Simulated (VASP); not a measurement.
A run of VASP 6.6.1:

The input run.py:

```python
from ase.calculators.vasp import Vasp
from ase.io import read
from ase.optimize import BFGS

atoms = read('POSCAR')
calc = Vasp(
    directory='calc',
    xc='r2scan',
    pp='PBE',
    setups='recommended',
    prec='Accurate',
    encut=520,
    ediff=1e-06,
    ismear=1,
    sigma=0.1,
    lreal=False,
    lasph=True,
    nelm=80,
    algo='Normal',
    isif=2,
    lwave=True,
    lcharg=False,
    lmixtau=True,
    kpts=[11, 11, 11],
    gamma=True,
)
atoms.calc = calc
opt = BFGS(atoms, trajectory='relax.traj')
converged = opt.run(fmax=0.01, steps=40)
print('converged:', converged)

print('energy (eV):', atoms.get_potential_energy())
print('free energy (eV):', atoms.get_potential_energy(force_consistent=True))
print('forces (eV/A):')
print(atoms.get_forces())
print('stress (eV/A^3, Voigt):', atoms.get_stress())
print('Fermi level (eV):', calc.get_fermi_level())
print('cell (A, degrees):', atoms.cell.cellpar())
print('volume (A^3):', atoms.get_volume())
print('scaled positions:')
print(atoms.get_scaled_positions())
```

File POSCAR:

```
Ag
1.0
   -1.6513370000      1.6740040000      1.7078090000
    1.5955350000     -1.6308350000      1.6088380000
    1.6851830000      1.6646810000     -1.6646400000
Ag
1
Direct
   -0.0270010000     -0.0131010000     -0.0130130000
```

Potentials or basis: VASP PAW PBE potentials, release 64 (Ag).

Command:

```bash
$ python run.py
```

Hardware: 1 thread of Intel(R) Xeon(R) 6975P-C (Granite Rapids) (shared host).

Q: How long does it take, and how much memory?

A: It took 2.2 min on 1 thread of Intel(R) Xeon(R) 6975P-C (Granite Rapids) (shared host), peak memory 0.24 GiB. Counts: scf iterations 16, k points 666, ion steps 1.
